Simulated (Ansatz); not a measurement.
**Ni (diamond type): a single-point run**

The task is a single-point run on Ni (diamond type). The structure is shown as the input types it.

Computed with Ansatz 0.2.0 (DFT, PBE, PAW with other files of Ansatz's library (level accurate), scalar-relativistic (as first typed), unless a step's input says otherwise).

## 1. Starting point

It takes space group Fd-3m (No. 227, cubic). The conventional cell has a = 3.762 Å, b = 3.762 Å, c = 3.762 Å, α = 90.00°, β = 90.00°, γ = 90.00°. Ni (site symmetry -43m) is surrounded by 4 Ni at 1.63 Å.

Structure file:

```xyz
2
Lattice="0.0000 1.8808 1.8808 1.8808 0.0000 1.8808 1.8808 1.8808 0.0000" Properties=species:S:1:pos:R:3 pbc="T T T"
Ni   -0.4702   -0.4702   -0.4702
Ni    0.4702    0.4702    0.4702
```

## 2. Input and run

File input.yaml:

```yaml
crystal:
  lattice:
    - [0.0, 1.8807866981, 1.8807866981]
    - [1.8807866981, 0.0, 1.8807866981]
    - [1.8807866981, 1.8807866981, 0.0]
  atoms:
    - { symbol: Ni, position: [-0.125, -0.125, -0.125], spin: 1.0 }
    - { symbol: Ni, position: [0.125, 0.125, 0.125], spin: 1.0 }
magnetization:
  spin_polarized: true
kpoints:
  mp_grid: { grid: [14, 14, 14] }
scf:
  occupations: { method: fermi_dirac, width: 0.1 }
  max_iter: 60
hamiltonian:
  xc: pbe
  pseudopotentials: { kind: paw, level: accurate }
output:
  forces: true
  stress: true
  eigenvalues: true
basis:
  ecutrho_ratio: 1
```

Run with:

```sh
$ ansatz run input.yaml --threads 1 --pin off --max-ram 3072MiB --backend cpu --events-out ev --progress --plain --runs-dir out
```

**Question.** How will this run end, and is anything wrong with its input?

The program finished normally, with warnings (cutoff below recommended, seeded moment not kept). It gives a pressure of 690 GPa, which is large; a structure far from rest gives such values too, whatever the setting.

In the input, basis.ecutrho_ratio is 1. The grid or cutoff for the density and potential is too coarse for the wavefunction basis: a density holds Fourier components up to twice the waves' wavevector.

Run again and compare: delete basis.ecutrho_ratio (the default then holds).
